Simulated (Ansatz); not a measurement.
GaP

The computed numbers are results of PBEsol, scalar-relativistic (no spin polarisation) in the plane-wave PAW code Ansatz at 420 eV, 10×10×10 k-mesh, Gaussian smearing of 0.05 eV; PAW files: Ansatz's generated set soft_2.

```xyz
2
Lattice="0.0000 2.7192 2.7192 2.7192 0.0000 2.7192 2.7192 2.7192 0.0000" Properties=species:S:1:pos:R:3 pbc="T T T"
Ga    0.0000    0.0000    0.0000
P     4.0789    4.0789    4.0789
```

The chain of runs began from a cell as deposited in COD, expanded in volume.

The cell is relaxed to zero pressure at this level.

Elastic constants come from the stress of slightly strained cells with relaxed atoms, in GPa, Voigt order xx, yy, zz, yz, xz, xy in the Cartesian frame of the vectors above.

```
135  60  60   0   0   0
 60 135  60   0   0   0
 60  60 135   0   0   0
  0   0   0  67   0   0
  0   0   0   0  67   0
  0   0   0   0   0  67
```

Task: Is the crystal mechanically stable, and what are its polycrystalline moduli?

Result: Stable against homogeneous strain: the smallest eigenvalue of the tensor is 67 GPa. Hill averages: K = 85 GPa, G = 53 GPa, E = 132 GPa, ν = 0.24.

For a cubic crystal three numbers say it all: C11 = 134.7, C12 = 60.2, C44 = 67.4 GPa. K = (C11 + 2C12)/3 = 85.0 GPa. The two shear moduli are C44 and C′ = (C11 − C12)/2 = 37.2 GPa, so Zener's ratio C44/C′ is 1.81: the crystal is stiffest along ⟨111⟩ and softest along ⟨100⟩. The Cauchy pressure C12 − C44 is -7.2 GPa; pair forces would make it zero if every atom sat on a centre of inversion, which isn't so here, so internal relaxation also enters.

The equation of state, an independent route, gives B0 = 85 GPa, against 85 GPa here.

